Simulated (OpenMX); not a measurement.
Crystal: MoS2.

```
CELL_PARAMETERS angstrom
1.58000 0.91221 6.15000
-1.58000 0.91221 6.15000
0.00000 -1.82443 6.15000
ATOMIC_POSITIONS crystal
Mo 0.00000 0.00000 0.00000
S 0.41700 0.41700 0.41700
S 0.25000 0.25000 0.25000
```

Measurements of this composition are mostly on another form, of space group No. 194.

Base run:

| Property | Result |
| --- | --- |
| Program | OpenMX 3.8.5 |
| Functional | PBE |
| Potentials or basis | OpenMX 2013 PBE set, Mo7.0-s3p2d2, S7.0-s2p2d1f1, grid cutoff 400 Ry |
| k mesh | 7 × 7 × 7 |
| Occupations | fermi-dirac, width 0.05 eV |
| Spin | no spin polarisation |

Its results: band gap on the k mesh 1.09 eV, indirect (least direct gap 2.14 eV); pressure 9.2 GPa; largest force 1.030 eV/Å.

The run is repeated on the same cell with these changes: potentials or basis from OpenMX 2013 PBE set, Mo7.0-s3p2d2, S7.0-s2p2d1f1, grid cutoff 400 Ry to OpenMX 2013 PBE set, Mo7.0-s3p2d1, S7.0-s2p2d1, grid cutoff 400 Ry. What comes out?

Band gap on the k mesh 1.11 eV, indirect (least direct gap 2.15 eV); pressure 10.0 GPa; largest force 1.167 eV/Å.

Caveats: the mesh misses the band edges, which the band path finds closer together; the basis of atomic orbitals isn't converged, which shifts pressures, moduli and gaps; forces of over 1 eV/Å show positions far from the minimum, so gaps and moduli don't describe the material at rest.
